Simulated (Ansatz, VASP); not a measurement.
**One calculation of Nb, two programs**

Contents of INCAR:

```
SYSTEM = Nb
PREC     = Accurate       ! precision mode
ENCUT    = 520            ! plane-wave cutoff, eV
EDIFF    = 1E-6           ! SCF threshold, eV
ISMEAR   = 0              ! smearing method
SIGMA    = 0.15           ! smearing width, eV
LREAL    = .FALSE.        ! projectors in reciprocal space
LASPH    = .TRUE.         ! aspherical terms in the spheres
NELM     = 100            ! most SCF steps
ALGO     = Normal         ! electronic algorithm
ISIF     = 2              ! what is computed and relaxed
LWAVE    = .FALSE.        ! write WAVECAR
LCHARG   = .FALSE.        ! write CHGCAR
NBANDS   = 12             ! bands
```

KPOINTS

```
regular mesh
0
G
  20 20 20
  0 0 0
```

POSCAR

```
Nb
1.0
    0.0000000000      2.1150000000      2.1150000000
    2.1150000000      0.0000000000      2.1150000000
    2.1150000000      2.1150000000      0.0000000000
Nb
1
Direct
    0.0000000000      0.0000000000      0.0000000000
```

Input for Ansatz:

```yaml
crystal:
  lattice:
    - [0.0, 2.115, 2.115]
    - [2.115, 0.0, 2.115]
    - [2.115, 2.115, 0.0]
  atoms:
    - { symbol: Nb, position: [0.0, 0.0, 0.0] }
basis:
  ecutwfc: 420
kpoints:
  mp_grid: { grid: [20, 20, 20] }
hamiltonian:
  xc: lda
scf:
  occupations: { method: gaussian, width: 0.15 }
output:
  forces: true
  stress: true
  eigenvalues: true
```

This isn't the form of Nb at room conditions, which is bcc.

Alike in both runs: task single point; functional LDA; k mesh 20 × 20 × 20; occupations gaussian, width 0.15 eV; no spin polarisation.

```csv
,VASP,Ansatz
version,VASP 6.6.1,Ansatz 0.2.0
potentials or method,"VASP PAW LDA potentials, release 64 (Nb_sv)","scalar-relativistic, plane waves, PAW"
plane-wave cutoff (eV),520,420
valence electrons in the cell,13,13
```

```csv
,VASP,Ansatz,Ansatz less VASP
gap on the k mesh at the Fermi level (eV),none,none,-
pressure (GPa),-10.7,-10.6,+0.12
```

A gap of «none» marks a metal or a gap that the smearing closes.
